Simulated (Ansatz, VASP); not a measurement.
## SnTe: VASP beside Ansatz

File INCAR:

```
PREC     = Accurate       # precision mode
ENCUT    = 520            # plane-wave cutoff, eV
EDIFF    = 1E-6           # SCF threshold, eV
ISMEAR   = -1             # smearing method
SIGMA    = 0.05           # smearing width, eV
LREAL    = False          # projectors in reciprocal space
LASPH    = True           # aspherical terms in the spheres
NELM     = 80             # most SCF steps
ALGO     = Normal         # electronic algorithm
ISIF     = 2              # what is computed and relaxed
LWAVE    = False          # write WAVECAR
LCHARG   = True           # write CHGCAR
GGA      = RP             # functional
IVDW     = 13             # dispersion correction
LELF     = True           # ELF
LVHAR    = True         
NBANDS   = 17             # bands
```

File KPOINTS:

```
Automatic mesh
0
Gamma
  7 7 7
```

The input POSCAR:

```
SnTe
1.0
    0.0000000000      3.1297027185      3.1297027185
    3.1297027185      0.0000000000      3.1297027185
    3.1297027185      3.1297027185      0.0000000000
Te Sn
1 1
Direct
    0.5000000000      0.5000000000      0.5000000000
    0.0000000000      0.0000000000      0.0000000000
```

input.yaml

```yaml
crystal:
  lattice:
    - [0.0, 3.1297027185, 3.1297027185]
    - [3.1297027185, 0.0, 3.1297027185]
    - [3.1297027185, 3.1297027185, 0.0]
  atoms:
    - { symbol: Te, position: [0.5, 0.5, 0.5] }
    - { symbol: Sn, position: [0.0, 0.0, 0.0] }
hamiltonian:
  xc: rpbe
  pseudopotentials: { kind: paw }
  dispersion: d4
kpoints:
  mp_grid: { grid: [7, 7, 7] }
scf:
  occupations: { method: fermi_dirac, width: 0.05 }
output:
  forces: true
  stress: true
  eigenvalues: true
```

Alike in both runs: task single point; functional RPBE; dispersion D4; k mesh 7 × 7 × 7; occupations fermi-dirac, width 0.05 eV; no spin polarisation.

```csv
,VASP,Ansatz
version,VASP 6.6.1,Ansatz 0.2.0
potentials or method,"VASP PAW PBE potentials, release 64 (Te, Sn_d)",Ansatz PAW
plane-wave cutoff (eV),520,420
valence electrons in the cell,20,30
```

```tsv
	VASP	Ansatz	Ansatz less VASP
gap on the k mesh at the Fermi level (eV)	0.66	0.66	0.000
least direct gap on the mesh (eV)	0.66	0.66	0.000
pressure (GPa)	0.3	0.3	+0.01
dispersion energy (meV/atom)	-814.0	-814.2	-0.21
```

The two sets of potentials don't hold the same shells in valence.

Caveats: the PAW data sets were made with another functional, which shifts forces and pressure a little (VASP); the PAW data sets come from PBE, with cores solved anew for the run's functional, which leaves a small shift of forces and pressure (Ansatz). Spin-orbit coupling is left out, which matters for the levels of Te.
